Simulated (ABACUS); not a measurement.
## BaTiO3 under changes of volume

One of the cells (12.858 Å³/atom); the others are scaled copies at fixed shape and fractional positions:

```
Ba Ti O
1.0
     4.00600    0.00000    0.00000
     0.00000    4.00600    0.00000
     0.00000    0.00000    4.00600
Ba Ti O
1 1 3
Cartesian
  2.0030 2.0030 2.0030
  0.0000 0.0000 0.0000
  0.0000 0.0000 2.0030
  0.0000 2.0030 0.0000
  2.0030 0.0000 0.0000
```

```yaml
Program: ABACUS 3.10.1
Functional: PBEsol
Potentials_or_basis: PseudoDojo NC SR 0.4.1 PBEsol standard
Cutoff: 1143 eV
Density_cutoff: 4572 eV
Basis: plane waves
k_mesh: 7 × 7 × 7
Occupations: fermi-dirac, width 0.05 eV
Spin: no spin polarisation
```

| volume (Å³/atom) | energy over the lowest point (meV/atom) | pressure (GPa) | gap on the mesh (eV) |
| --- | --- | --- | --- |
| 12.086 | 9.67 | 7.2 | 1.94 |
| 12.343 | 1.60 | 2.9 | 1.90 |
| 12.601 | 0.00 | -0.9 | 1.85 |
| 12.858 | 4.17 | -4.3 | 1.81 |
| 13.115 | 13.50 | -7.3 | 1.77 |
| 13.372 | 27.43 | -10.0 | 1.73 |
| 13.629 | ? | ? | ? |

Problem. What does the run at 13.629 Å³/atom give?

Solution. Energy over the lowest point 45.47 meV/atom; pressure -12.5 GPa; gap on the mesh 1.69 eV.

Worked out: A Birch-Murnaghan fit of order 3 (a polynomial in V^(-2/3)) to the other rows has its minimum at 12.54 Å³/atom with B0 = V·E''(V) = 180 GPa and B' = 4.5. It gives 45.47 meV/atom at 13.629 Å³/atom, against the run's 45.47, and -dE/dV = -12.4 GPa, against -12.5. A straight line through the other rows of the gap, of slope -2.09 eV per unit of ln V, extrapolates to 1.69 eV, against the run's 1.69.

Energies are extrapolated to zero smearing.

Caveats: this release of the barium file is off; there are fewer bands than atomic start orbitals, so a level may be missed at k points of high symmetry; spin-orbit coupling is left out, which moves the levels of the heavy elements; an odd mesh through Γ misses points on the zone boundary, where band edges often lie.
